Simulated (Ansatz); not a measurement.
Structure: Al2GaAs3, ordered on the zincblende lattice (P3m1) with 6 atoms a cell, at its r2SCAN minimum. The symmetry is P3m1 (No. 156, trigonal); conventional cell a = 4.014 Å, c = 9.820 Å, 22.84 Å³ an atom. Around Al lie 4 As at 2.46 Å; around Al lie 4 As at 2.45–2.46 Å; around Ga lie 4 As at 2.46 Å; around As lie 4 Al at 2.46 Å; around As lie 3 Al at 2.45 Å and 1 Ga at 2.46 Å; around As lie 1 Al at 2.46 Å and 3 Ga at 2.46 Å.

3 runs of Ansatz on this cell differ in the functional (and in the settings that go with it). Levels are in eV from each run's valence top; v1 is the last filled band, c1 the first empty one.

Run A, mean stress +0.2 GPa (compression positive):
```
point     v4     v3     v2     v1    c1    c2
    Γ  -0.81  -0.03   0.00   0.00  2.60  3.50
    M  -2.57  -2.40  -1.60  -1.50  2.69  3.33
    K  -4.04  -1.88  -1.85  -1.84  3.55  3.92
```

Run B, mean stress 0.0 GPa (compression positive):
```
point     v4     v3     v2     v1    c1    c2
    Γ  -0.75  -0.02   0.00   0.00  1.60  2.59
    M  -2.39  -2.23  -1.49  -1.40  1.76  2.33
    K  -3.73  -1.74  -1.74  -1.72  2.53  2.96
```

Run C, mean stress +2.2 GPa (compression positive):
```
point     v4     v3     v2     v1    c1    c2
    Γ  -0.73  -0.02   0.00   0.00  1.13  2.04
    M  -2.32  -2.19  -1.44  -1.35  1.43  2.00
    K  -3.63  -1.68  -1.68  -1.66  2.19  2.56
```

**Question.** Match the runs to PBE, r2SCAN, PBE0.

**Answer.** A is PBE0, B is r2SCAN, C is PBE. In order of the gap: PBE 1.13, r2SCAN 1.60, PBE0 2.60 eV.

These are computed values for a spin-unpolarised cell that may be hypothetical; none is a measurement.

The runs are scalar-relativistic, without spin-orbit coupling.

The stress of a hybrid is loosely converged in these runs.

The meshes of the hybrids are coarse, so their gaps aren't converged to the digits shown.
